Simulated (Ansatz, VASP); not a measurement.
**One calculation of Si, two programs**

Contents of POSCAR:

```
Si
1.0
   -1.6245721725      1.6245721725      1.3184285750
    1.6245721725     -1.6245721725      1.3184285750
    1.6245721725      1.6245721725     -1.3184285750
Si
1
Direct
    0.0000000000      0.0000000000      0.0000000000
```

Contents of INCAR.step1:

```
SYSTEM = Si
ALGO = Normal
EDIFF = 1E-4
ENCUT = 520
GGA = PE
ISMEAR = 0
LASPH = .TRUE.
LCHARG = .FALSE.
LREAL = .FALSE.
LWAVE = .TRUE.
NBANDS = 8
NELM = 100
PREC = Accurate
SIGMA = 0.1
```

Contents of INCAR.step2:

```
SYSTEM = Si
ALGO = Normal
EDIFF = 1E-6
ENCUT = 520
ISIF = 2
ISMEAR = 0
ISTART = 1
LASPH = .TRUE.
LCHARG = .FALSE.
LMIXTAU = .TRUE.
LREAL = .FALSE.
LWAVE = .FALSE.
METAGGA = R2SCAN
NBANDS = 8
NELM = 100
PREC = Accurate
SIGMA = 0.1
```

KPOINTS

```
k-points
0
G
  20 20 20
  0 0 0
```

Input for Ansatz:

```yaml
crystal:
  lattice:
    - [-1.6245721725, 1.6245721725, 1.318428575]
    - [1.6245721725, -1.6245721725, 1.318428575]
    - [1.6245721725, 1.6245721725, -1.318428575]
  atoms:
    - { symbol: Si, position: [0.0, 0.0, 0.0] }
basis:
  ecutwfc: 500
kpoints:
  mp_grid: { grid: [20, 20, 20] }
hamiltonian:
  xc: r2scan
scf:
  occupations: { method: gaussian, width: 0.1 }
output:
  forces: true
  stress: true
  eigenvalues: true
```

Alike in both runs: task single point; functional r2SCAN; k mesh 20 × 20 × 20; occupations gaussian, width 0.1 eV; no spin polarisation.

```csv
,VASP,Ansatz
version,VASP 6.6.1,Ansatz 0.2.0
potentials or method,"VASP PAW PBE potentials, release 64 (Si)","scalar-relativistic, plane waves, PAW"
plane-wave cutoff (eV),520,500
valence electrons in the cell,4,4
```

|  | VASP | Ansatz | Ansatz less VASP |
| --- | --- | --- | --- |
| gap on the k mesh at the Fermi level (eV) | none | none | - |
| pressure (GPa) | 0.5 | 0.4 | -0.07 |
| largest component of the traceless stress (GPa) | 1.59 | 1.57 | -0.025 |

A gap of «none» marks a metal or a gap that the smearing closes. With one functional, cell and mesh, what is left measures potentials, basis and numerics.

Caveats: the PAW data sets were made with another functional, which shifts forces and pressure a little (VASP).
